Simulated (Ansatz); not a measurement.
# CoO (Fm-3m) in Ansatz: further runs

One crystal, CoO, is run at these levels: PBE; tasks: single point.

All numbers are computed with Ansatz 0.2.0; they aren't measurements. Logs are shortened: lines on timing, memory, paths and dates and some standing lists are left out, and cuts for length are marked.

### Step 1. The structure

The structure is cubic, space group Fm-3m (No. 225). Conventional cell: a = 4.263 Å, b = 4.263 Å, c = 4.263 Å, α = 90.00°, β = 90.00°, γ = 90.00°. Around Co (site symmetry m-3m) lie 6 O at 2.13 Å. O (site symmetry m-3m) is surrounded by 6 Co at 2.13 Å.

### Step 2. Single point, PBE, collinear spin, ferromagnetic start

input.yaml reads:

```yaml
crystal:
  lattice:
    - [0.0, 2.1315, 2.1315]
    - [2.1315, 0.0, 2.1315]
    - [2.1315, 2.1315, 0.0]
  atoms:
    - { symbol: Co, position: [0.0, 0.0, 0.0], spin: 2.0 }
    - { symbol: O, position: [0.5, 0.5, 0.5] }
hamiltonian:
  xc: pbe
  pseudopotentials: { kind: paw }
magnetization:
  spin_polarized: true
kpoints:
  mp_grid: { grid: [11, 11, 11] }
scf:
  occupations: { method: gaussian, width: 0.02 }
output:
  forces: true
  stress: true
  eigenvalues: true
  write_density: true
  write_potential: true
  elf: true
  volumetric_format: npy
```

Potentials or basis: Ansatz PAW.

On the command line:

```
> ansatz run input.yaml --threads 2 --pin off --max-ram 5632MiB --backend cpu --events-out ev --progress --plain --runs-dir out
```

The program printed:

```text
Warning: RAYON_NUM_THREADS=2 ignored (pool sized by the plan → 2); use --threads N
Engine: ansatz 0.2.0, x86_64-unknown-linux-gnu
Pseudopotentials: kind: paw
Pseudopotential: Co, paw, valence charge 17, recommended cutoff 420 eV (normal), Co.paw.azcp
Pseudopotential: O, paw, valence charge 6, recommended cutoff 420 eV (normal), O.paw.azcp
Functional definition: PBE
  parameter kappa = 0.804
  parameter beta = 0.06672455060314922
  exchange = pbe_x(kappa = kappa, mu = beta*pi^2/3)
  correlation = pbe_c(beta = beta)
Crystal: 2 atoms, lattice volume = 19.368 Å³
Basis set: ecut = 420 eV, 339 PW (Γ), exchange–correlation on 48×48×48 points (8 copies of the dense FFT grid, shifted against one another)
Bands: 17, of which v1, the nominal top of the filled ones, is band 12 counted from 1 (11 counted from 0)
Symmetry: 48 space group operations
Space group: Fm-3m (ITA 225), of the structure as read, at distance tolerance 2.7e-5 Å
Magnetic group: BNS 225.116 (UNI 1618), of the structure as read, at distance tolerance 2.7e-5 Å
k-points: 56 of 1331
Non-local potential: Co, projectors of the file, l = 0: 3, l = 1: 2, l = 2: 3, l = 3: 1
Non-local potential: O, projectors of the file, l = 0: 2, l = 1: 2, l = 2: 1
PAW form: soft (Blöchl's): semilocal exchange-correlation on the pseudo side does not see the compensation charge
PAW one-centre angular grid: Co, 590 points (default); XC on 64 Gauss nodes
PAW one-centre angular grid: O, 110 points (default); XC on 64 Gauss nodes
Initial density: superposition of atomic densities (chi_scale 0.1, normalization cell, long waves kept (reshape's long-wave potential 0.00 eV rms))
Starting moments: Σ|m| = 2 μB on 1 of 2 sites
Initial wavefunctions: pseudopotential atomic-orbital guess
Functional: x = pbe(κ = 0.804, μ = 0.2195149727645171), c = pbe(β = 0.06672455060314922)
SCF iter   1: F=—  HF=-5691.154806 eV  |F-HF|=—  |Δ(HF+E_count)|=         —  Δρ=1.17e-1 (↑1.17e-1 ↓9.83e-2)  dr2=6.15e0  dr2_m=1.58e-1  M=2.120 μB ∫|m|=2.120 μB  β_m=0.30  ethr=3.10e-3  ⟨swp⟩=5.0  Hψ=8460  notcnv=0
Mixer restart at iter 1: flushing history
preconditioner: auto → none  [metal: Δε(μ)=0.004 eV  Ē_g=13.095 eV  σ=0.020 eV  W_gap=0.12  n_scr=8 (ndim 8)  ℏωp=32.7 eV  f_vac=0.000  D(μ)=7.08/eV (n_scr^D=168)  sad-step TF]
SCF iter   2: F=—  HF=-5691.879937 eV  |F-HF|=—  |Δ(HF+E_count)|=   7.25e-1  Δρ=9.87e-2 (↑9.87e-2 ↓7.59e-2)  dr2=4.81e-1  dr2_m=1.22e0  M=2.805 μB ∫|m|=2.806 μB  β_m=0.37  ethr=3.10e-3  ⟨swp⟩=3.0  Hψ=4749  notcnv=0  defer=87
SCF iter   3: F=—  HF=-5692.113281 eV  |F-HF|=—  |Δ(HF+E_count)|=   2.33e-1  Δρ=8.66e-2 (↑6.34e-2 ↓8.66e-2)  dr2=1.47e-1  dr2_m=9.28e-1  M=3.000 μB ∫|m|=3.003 μB  β_m=0.56  ethr=2.09e-3  ⟨swp⟩=2.2  Hψ=3355  notcnv=0  defer=88
SCF iter   4: F=—  HF=-5692.038373 eV  |F-HF|=—  |Δ(HF+E_count)|=         —  Δρ=2.06e-2 (↑2.06e-2 ↓2.03e-2)  dr2=2.34e-2  dr2_m=6.50e-2  M=2.880 μB ∫|m|=2.889 μB  β_m=0.69  ethr=6.41e-4  ⟨swp⟩=2.2  Hψ=3730  notcnv=0  defer=99
Mixer restart at iter 4: flushing history
SCF iter   5: F=—  HF=-5692.091706 eV  |F-HF|=—  |Δ(HF+E_count)|=   5.33e-2  Δρ=2.46e-2 (↑1.52e-2 ↓2.46e-2)  dr2=6.35e-2  dr2_m=5.38e-2  M=3.000 μB ∫|m|=3.012 μB  β_m=0.84  ethr=1.02e-4  ⟨swp⟩=3.0  Hψ=3933  notcnv=0  defer=99
SCF iter   6: F=—  HF=-5692.122936 eV  |F-HF|=—  |Δ(HF+E_count)|=   3.12e-2  Δρ=2.21e-2 (↑1.11e-2 ↓2.21e-2)  dr2=1.29e-1  dr2_m=7.64e-3  M=2.873 μB ∫|m|=2.886 μB  β_m=0.65  ethr=1.02e-4  ⟨swp⟩=3.0  Hψ=5025  notcnv=0  defer=97
SCF iter   7: F=—  HF=-5692.100247 eV  |F-HF|=—  |Δ(HF+E_count)|=   2.27e-2  Δρ=4.05e-3 (↑1.24e-3 ↓4.05e-3)  dr2=2.64e-3  dr2_m=3.98e-4  M=2.980 μB ∫|m|=2.996 μB  β_m=0.54  ethr=1.02e-4  ⟨swp⟩=3.0  Hψ=4279  notcnv=0  defer=89
SCF iter   8: F=—  HF=-5692.099516 eV  |F-HF|=—  |Δ(HF+E_count)|=   7.30e-4  Δρ=1.54e-3 (↑1.00e-3 ↓1.54e-3)  dr2=9.48e-5  dr2_m=2.55e-4  M=2.982 μB ∫|m|=2.998 μB  β_m=0.77  ethr=1.15e-5  ⟨swp⟩=2.4  Hψ=3860  notcnv=0  defer=84
SCF iter   9: F=—  HF=-5692.099575 eV  |F-HF|=—  |Δ(HF+E_count)|=   5.82e-5  Δρ=1.64e-3 (↑1.64e-3 ↓1.35e-3)  dr2=7.98e-5  dr2_m=3.83e-4  M=2.988 μB ∫|m|=3.006 μB  β_m=0.77  ethr=4.12e-7  ⟨swp⟩=2.0  Hψ=3207  notcnv=0  defer=84
SCF iter  10: F=—  HF=-5692.099643 eV  |F-HF|=—  |Δ(HF+E_count)|=   6.88e-5  Δρ=1.29e-4 (↑1.07e-4 ↓1.29e-4)  dr2=2.69e-7  dr2_m=2.38e-6  M=2.987 μB ∫|m|=3.004 μB  β_m=0.88  ethr=3.47e-7  ⟨swp⟩=2.0  Hψ=2716  notcnv=0  defer=84
SCF iter  11: F=—  HF=-5692.099662 eV  |F-HF|=—  |Δ(HF+E_count)|=   1.83e-5  Δρ=2.52e-5 (↑1.32e-5 ↓2.52e-5)  dr2=1.81e-7  dr2_m=2.96e-8  M=2.986 μB ∫|m|=3.003 μB  β_m=0.94  ethr=1.17e-9  ⟨swp⟩=2.0  Hψ=3060  notcnv=0  defer=84
SCF iter  12: F=—  HF=-5692.099662 eV  |F-HF|=—  |Δ(HF+E_count)|=   6.44e-8  Δρ=6.55e-6 (↑3.47e-6 ↓6.55e-6)  dr2=4.85e-9  dr2_m=3.53e-9  M=2.986 μB ∫|m|=3.003 μB  β_m=0.97  ethr=7.89e-10  ⟨swp⟩=2.0  Hψ=2601  notcnv=0  defer=84
SCF iter  13: F=-5692.099662 eV  HF=-5692.099662 eV  |F-HF|=3.43e-10  |Δ(HF+E_count)|=  5.46e-11  Δρ=2.22e-6 (↑1.34e-6 ↓2.22e-6)  dr2=4.61e-10  dr2_m=4.88e-10  M=2.986 μB ∫|m|=3.003 μB  ethr=2.11e-11  ⟨swp⟩=6.8  Hψ=10335  notcnv=0
SCF 1 converged in 13 iterations: F = -5692.099662 eV  dr2 = 4.61e-10
SCF converged after 13 iterations
Magnetization: 2.9865 μB (12.9932 up, 10.0068 down)
Absolute magnetization: 3.0035 μB (∫|ρ↑−ρ↓|, with the PAW one-centre terms)
Spin contamination: 0.0066 ħ² per cell (⟨S²⟩ above its minimum at these occupations)
Per-site moments (μB) at R_I (Å): [(2.530119482297165, 0.87924375), (0.34083157605812114, 0.87924375)]
Free energy (F): -5692.099662 eV
Harris-Foulkes:  -5692.099662 eV  (|F-HF|=3.43e-10)
Internal energy: -5692.099004 eV  (E = F + TS)
E sigma→0 (E₀):  -5692.099333 eV
Entropy (-TS):   -0.000657 eV (-0.329 meV/atom)
Fermi energy:    13.863199 eV
--- Per-component energies (eV) ---
  E_band       = -306.423990
  E_kinetic    = 617.299784
  E_local      = -3436.681257  (includes V_loc(G=0)·N_el)
  E_nonlocal   = 514.160713
  E_hartree    = 1410.649875
  E_xc         = -228.580810
  E_vxc        = -293.754352  (∫ρ·V_xc dr)
  E_paw        = -1676.884756  (= ΣΔE_a)
  E_vpaw       = -528.750405  (= ΣTr[D̂ρ^β])
  E_aug_tail   = 0.002513  (compensation charges beyond the density's cutoff)
  E_ewald      = -2892.065066
  E_smearing   = -0.000657  (= −TS)
  E_closure    = 0.000000  (closes the sum)
  Σ components = -5692.099662   (vs F -5692.099662, Δ=0.00e0)
--- Forces (eV/Å), atoms counted from 1 ---
  atom   1  Co    -0.00000000     0.00000000    -0.00000000
  atom   2  O      0.00000000    -0.00000000    -0.00000000
  max |Σ_I F_I| component: 1.22e-29 eV/Å
--- Stress (GPa, compression-positive) ---
       -1.569846      -0.000000       0.000000
       -0.000000      -1.569846       0.000000
        0.000000       0.000000      -1.569846
  P = ⅓ Tr σ = -1.5698 GPa (-15.698 kbar)
--- Band table (eV; the first three rows and the last of 112) ---
  k-point 0 ↑: bands = ["-83.0790", "-46.3417", "-46.3417", "-46.3417", "-6.3871", "10.5296", "10.5296", "10.6848", "10.6848", "10.6848", "10.7215", "10.7215", "10.7215", "14.7373", "30.5654", "31.8266", "31.8266"]
  k-point 1 ↑: bands = ["-83.0788", "-46.3447", "-46.3421", "-46.3421", "-6.3016", "9.7862", "9.7862", "9.8035", "10.7542", "10.7542", "11.0665", "11.4824", "11.4824", "15.3216", "28.9251", "31.5118", "31.5118"]
  k-point 2 ↑: bands = ["-83.0781", "-46.3526", "-46.3432", "-46.3432", "-6.0632", "8.5373", "9.0534", "9.0534", "10.9050", "10.9050", "11.2739", "12.3052", "12.3052", "16.5216", "26.7387", "30.3839", "30.3839"]
  k-point 55 ↓: bands = ["-79.9644", "-43.3282", "-43.3262", "-43.3145", "-4.4277", "8.1169", "8.1768", "8.9985", "13.3400", "13.5922", "13.9938", "14.8130", "15.5344", "22.7455", "24.0988", "24.2064", "27.4234"]
```

It took 2.6 s on 2 threads of Intel Xeon Platinum 8488C (Sapphire Rapids), shared host; peak memory 0.37 GiB.

What came out:

| Item | Value |
| --- | --- |
| Free energy | -5692.0997 eV |
| Pressure | -1.6 GPa |
| Band gap on the k mesh | none (metal or under the smearing width) |
| Net moment | 2.99 μB per cell |
| Absolute moment | 3.00 μB per cell |
| Site moments | Co +2.53; O +0.34 μB |

Caveat: the pressure holds a Pulay correction of +0.7 GPa for the finite cutoff; a cell with one magnetic atom can't hold antiferromagnetic order, which such compounds often take; semilocal functionals often make such compounds metallic where correlation or magnetic order opens a gap, which also shifts bond lengths. With open d or f shells a metallic result of PBE can be an artefact of self-interaction; +U or a hybrid may open a gap.

### Step 3. Single point, PBE, collinear spin, ferromagnetic start

input.yaml: that of step 2 with these lines changed.

```diff
@@ -16,3 +16,3 @@
 scf:
-  occupations: { method: gaussian, width: 0.02 }
+  occupations: { method: gaussian, width: 0.021 }
 output:
@@ -21,5 +21 @@
   eigenvalues: true
-  write_density: true
-  write_potential: true
-  elf: true
-  volumetric_format: npy
```

Potentials or basis: Ansatz PAW.

On the command line:

```
> ansatz run input.yaml --threads 2 --pin off --max-ram 5632MiB --backend cpu --events-out ev --progress --plain --runs-dir out
```

It took 2.3 s on 2 threads of Intel Xeon Platinum 8488C (Sapphire Rapids), shared host; peak memory 0.36 GiB.

Results (log left out):

```yaml
Free_energy: -5692.0997 eV
Pressure: -1.6 GPa
Band_gap_on_the_k_mesh: none (metal or under the smearing width)
Net_moment: 2.99 μB per cell
Absolute_moment: 3.00 μB per cell
Site_moments: Co +2.53; O +0.34 μB
```

Levels at points of the mesh, in eV from the Fermi level:
Spin up:
```tsv
k point	band 11	band 12	band 13	band 14	band 15	band 16
(0.00, 0.00, 0.00)	-3.14	-3.14	-3.14	0.87	16.70	17.96
```
Spin down:
```tsv
k point	band 8	band 9	band 10	band 11	band 12	band 13
(0.00, 0.00, 0.00)	-2.59	-1.11	-1.11	-1.11	0.07	0.07
```

Caveat: the pressure holds a Pulay correction of +0.7 GPa for the finite cutoff; a cell with one magnetic atom can't hold antiferromagnetic order, which such compounds often take; semilocal functionals often make such compounds metallic where correlation or magnetic order opens a gap, which also shifts bond lengths.

### Step 4. Single point, PBE, collinear spin, ferromagnetic start

input.yaml: that of step 3 with these lines changed.

```diff
@@ -16,3 +16,3 @@
 scf:
-  occupations: { method: gaussian, width: 0.021 }
+  occupations: { method: gaussian, width: 0.022 }
 output:
```

On the command line:

```
> ansatz run input.yaml --threads 2 --pin off --max-ram 5632MiB --backend cpu --events-out ev --progress --plain --runs-dir out
```

Run time: 2.4 s. Hardware: 2 threads of Intel Xeon Platinum 8488C (Sapphire Rapids), shared host; peak memory 0.37 GiB.

It converged, with:

```yaml
Free_energy: -5692.0997 eV
Pressure: -1.6 GPa
Band_gap_on_the_k_mesh: none (metal or under the smearing width)
Net_moment: 2.99 μB per cell
Absolute_moment: 3.00 μB per cell
Site_moments: Co +2.53; O +0.34 μB
```

Levels at points of the mesh, in eV from the Fermi level:
Spin up:
```csv
k point,band 10,band 11,band 12,band 13,band 14,band 15,band 16,band 17
"(0.00, 0.00, 0.00)",-3.18,-3.14,-3.14,-3.14,0.87,16.70,17.96,17.96
```
Spin down:
| k point | band 7 | band 8 | band 9 | band 10 | band 11 | band 12 | band 13 | band 14 |
| --- | --- | --- | --- | --- | --- | --- | --- | --- |
| (0.00, 0.00, 0.00) | -2.59 | -2.59 | -1.11 | -1.11 | -1.11 | 0.07 | 0.07 | 1.43 |

Caveat: the pressure holds a Pulay correction of +0.7 GPa for the finite cutoff; a cell with one magnetic atom can't hold antiferromagnetic order, which such compounds often take; semilocal functionals often make such compounds metallic where correlation or magnetic order opens a gap, which also shifts bond lengths. With open d or f shells a metallic result of PBE can be an artefact of self-interaction; +U or a hybrid may open a gap.

### Step 5. Single point, PBE, collinear spin, ferromagnetic start

input.yaml: that of step 4 with these lines changed.

```diff
@@ -16,3 +16,3 @@
 scf:
-  occupations: { method: gaussian, width: 0.022 }
+  occupations: { method: gaussian, width: 0.023 }
 output:
@@ -21 +21,5 @@
   eigenvalues: true
+  write_density: true
+  write_potential: true
+  elf: true
+  volumetric_format: npy
```

Potentials or basis: Ansatz PAW.

On the command line:

```
> ansatz run input.yaml --threads 2 --pin off --max-ram 5632MiB --backend cpu --events-out ev --progress --plain --runs-dir out
```

The program printed:

```text
Warning: RAYON_NUM_THREADS=2 ignored (pool sized by the plan → 2); use --threads N
[... 9 set-up lines as earlier in the session ...]
Crystal: 2 atoms, lattice volume = 19.368 Å³
Basis set: ecut = 420 eV, 339 PW (Γ), exchange–correlation on 48×48×48 points (8 copies of the dense FFT grid, shifted against one another)
Bands: 17, of which v1, the nominal top of the filled ones, is band 12 counted from 1 (11 counted from 0)
[... 2 set-up lines as earlier in the session ...]
Magnetic group: BNS 225.116 (UNI 1618), of the structure as read, at distance tolerance 2.7e-5 Å
k-points: 56 of 1331
[... 6 set-up lines as earlier in the session ...]
Starting moments: Σ|m| = 2 μB on 1 of 2 sites
[... 2 set-up lines as earlier in the session ...]
SCF iter   1: F=—  HF=-5691.153356 eV  |F-HF|=—  |Δ(HF+E_count)|=         —  Δρ=1.16e-1 (↑1.16e-1 ↓9.86e-2)  dr2=6.16e0  dr2_m=1.55e-1  M=2.117 μB ∫|m|=2.117 μB  β_m=0.30  ethr=3.10e-3  ⟨swp⟩=5.0  Hψ=8460  notcnv=0
[... 9 lines left out ...]
SCF iter   8: F=—  HF=-5692.099602 eV  |F-HF|=—  |Δ(HF+E_count)|=   5.33e-4  Δρ=1.02e-3 (↑5.52e-4 ↓1.02e-3)  dr2=6.08e-5  dr2_m=8.42e-5  M=2.981 μB ∫|m|=2.997 μB  β_m=0.76  ethr=1.15e-5  ⟨swp⟩=2.4  Hψ=3478  notcnv=0  defer=75
SCF iter   9: F=—  HF=-5692.099751 eV  |F-HF|=—  |Δ(HF+E_count)|=   1.49e-4  Δρ=3.80e-4 (↑3.80e-4 ↓3.13e-4)  dr2=1.26e-5  dr2_m=1.86e-5  M=2.986 μB ∫|m|=3.003 μB  β_m=0.75  ethr=2.64e-7  ⟨swp⟩=2.1  Hψ=2802  notcnv=0  defer=75
SCF iter  10: F=—  HF=-5692.099767 eV  |F-HF|=—  |Δ(HF+E_count)|=   1.62e-5  Δρ=7.05e-5 (↑7.05e-5 ↓4.68e-5)  dr2=1.29e-6  dr2_m=3.59e-7  M=2.985 μB ∫|m|=3.002 μB  β_m=0.88  ethr=5.48e-8  ⟨swp⟩=2.2  Hψ=2615  notcnv=0  defer=75
SCF iter  11: F=—  HF=-5692.099769 eV  |F-HF|=—  |Δ(HF+E_count)|=   1.41e-6  Δρ=9.75e-6 (↑9.75e-6 ↓7.09e-6)  dr2=2.30e-8  dr2_m=3.41e-9  M=2.985 μB ∫|m|=3.002 μB  β_m=0.92  ethr=5.59e-9  ⟨swp⟩=2.0  Hψ=2690  notcnv=0  defer=75
SCF iter  12: F=-5692.099769 eV  HF=-5692.099769 eV  |F-HF|=3.09e-9  |Δ(HF+E_count)|=  1.55e-10  Δρ=5.12e-6 (↑2.70e-6 ↓5.12e-6)  dr2=3.55e-9  dr2_m=2.03e-9  M=2.985 μB ∫|m|=3.002 μB  ethr=1.00e-10  ⟨swp⟩=6.9  Hψ=10576  notcnv=0
SCF 1 converged in 12 iterations: F = -5692.099769 eV  dr2 = 3.55e-9
SCF converged after 12 iterations
Magnetization: 2.9848 μB (12.9924 up, 10.0076 down)
Absolute magnetization: 3.0018 μB (∫|ρ↑−ρ↓|, with the PAW one-centre terms)
Spin contamination: 0.0066 ħ² per cell (⟨S²⟩ above its minimum at these occupations)
Per-site moments (μB) at R_I (Å): [(2.529084865658063, 0.87924375), (0.34022113034398316, 0.87924375)]
Free energy (F): -5692.099769 eV
Harris-Foulkes:  -5692.099769 eV  (|F-HF|=3.09e-9)
Internal energy: -5692.098882 eV  (E = F + TS)
E sigma→0 (E₀):  -5692.099325 eV
Entropy (-TS):   -0.000887 eV (-0.443 meV/atom)
Fermi energy:    13.862424 eV
--- Per-component energies (eV) ---
  E_band       = -306.418097
  E_kinetic    = 617.301355
  E_local      = -3436.686613  (includes V_loc(G=0)·N_el)
  E_nonlocal   = 514.160582
  E_hartree    = 1410.654320
  E_xc         = -228.580917
  E_vxc        = -293.754470  (∫ρ·V_xc dr)
  E_paw        = -1676.885057  (= ΣΔE_a)
  E_vpaw       = -528.752498  (= ΣTr[D̂ρ^β])
  E_aug_tail   = 0.002513  (compensation charges beyond the density's cutoff)
  E_ewald      = -2892.065066
  E_smearing   = -0.000887  (= −TS)
  E_closure    = 0.000000  (closes the sum)
  Σ components = -5692.099769   (vs F -5692.099769, Δ=0.00e0)
--- Forces (eV/Å), atoms counted from 1 ---
  atom   1  Co    -0.00000000     0.00000000    -0.00000000
  atom   2  O      0.00000000     0.00000000     0.00000000
  max |Σ_I F_I| component: 1.17e-29 eV/Å
--- Stress (GPa, compression-positive) ---
       -1.583501      -0.000000      -0.000000
       -0.000000      -1.583501       0.000000
        0.000000      -0.000000      -1.583501
  P = ⅓ Tr σ = -1.5835 GPa (-15.835 kbar)
--- Band table (eV; the first three rows and the last of 112) ---
  k-point 0 ↑: bands = ["-83.0777", "-46.3405", "-46.3405", "-46.3405", "-6.3873", "10.5305", "10.5305", "10.6846", "10.6846", "10.6846", "10.7226", "10.7226", "10.7226", "14.7373", "30.5654", "31.8268", "31.8268"]
  k-point 1 ↑: bands = ["-83.0775", "-46.3434", "-46.3409", "-46.3409", "-6.3018", "9.7866", "9.7866", "9.8036", "10.7553", "10.7553", "11.0673", "11.4827", "11.4827", "15.3216", "28.9252", "31.5120", "31.5120"]
  k-point 2 ↑: bands = ["-83.0768", "-46.3513", "-46.3419", "-46.3419", "-6.0633", "8.5374", "9.0538", "9.0538", "10.9061", "10.9061", "11.2748", "12.3056", "12.3056", "16.5216", "26.7389", "30.3841", "30.3841"]
  k-point 55 ↓: bands = ["-79.9644", "-43.3283", "-43.3262", "-43.3146", "-4.4289", "8.1162", "8.1761", "8.9977", "13.3398", "13.5920", "13.9937", "14.8130", "15.5343", "22.7452", "24.0984", "24.2060", "27.4233"]
```

v_z.tsv:

```text
# z_ang	v_es[eV]	v_tot_up[eV]	v_tot_dn[eV]
# format = ansatz-planar-average/11
# xc	pbe
# density_cutoff_ev	1680
# datasets	Co=:simpson_from_first_knot:soft	O=:simpson_from_first_knot:soft
# lattice	0.000000000	2.131500000	2.131500000
# lattice	2.131500000	0.000000000	2.131500000
# lattice	2.131500000	2.131500000	0.000000000
# sites	2
# site	27	0.000000000	0.000000000	0.000000000
# site	8	2.131500000	2.131500000	2.131500000
0.000000	-3.906976e-2	-1.335598e1	-1.301093e1
0.125600	2.489651e-1	-1.298994e1	-1.261931e1
0.251200	1.107185e0	-1.191105e1	-1.147354e1
0.376800	2.464979e0	-1.023822e1	-9.721058e0
0.502399	4.246987e0	-8.129123e0	-7.560383e0
0.627999	6.143330e0	-5.977220e0	-5.420295e0
[... 16 lines left out ...]
2.763197	1.107185e0	-1.191105e1	-1.147354e1
2.888796	2.489651e-1	-1.298994e1	-1.261931e1
```

Wall time 2.5 s (2 threads of Intel Xeon Platinum 8488C (Sapphire Rapids), shared host); peak memory 0.37 GiB.

What came out:

* Free energy: -5692.0998 eV
* Pressure: -1.6 GPa
* Band gap on the k mesh: none (metal or under the smearing width)
* Net moment: 2.98 μB per cell
* Absolute moment: 3.00 μB per cell
* Site moments: Co +2.53; O +0.34 μB

Caveat: the pressure holds a Pulay correction of +0.7 GPa for the finite cutoff; a cell with one magnetic atom can't hold antiferromagnetic order, which such compounds often take; semilocal functionals often make such compounds metallic where correlation or magnetic order opens a gap, which also shifts bond lengths. With open d or f shells a metallic result of PBE can be an artefact of self-interaction; +U or a hybrid may open a gap.

### Step 6. Summary

| smearing | gap on the mesh (eV) | pressure (GPa) | moment (μB) |
| --- | --- | --- | --- |
| gaussian 0.02 eV | none | -1.6 | 2.99 |
| gaussian 0.021 eV | none | -1.6 | 2.99 |
| gaussian 0.022 eV | none | -1.6 | 2.99 |
| gaussian 0.023 eV | none | -1.6 | 2.98 |

Alike in all rows: task single point; level PBE; potentials or basis Ansatz PAW; spin collinear, ferromagnetic start; cell as given; k mesh 11 × 11 × 11; cutoff (eV) 420.

Every run on the cell as given and a fine mesh finds a metal.

Caveats: a cell with one magnetic atom can't hold antiferromagnetic order, which such compounds often take; semilocal functionals often make such compounds metallic where correlation or magnetic order opens a gap, which also shifts bond lengths.

Total energies depend on the potentials used, so only differences within one code and one set of settings carry meaning.
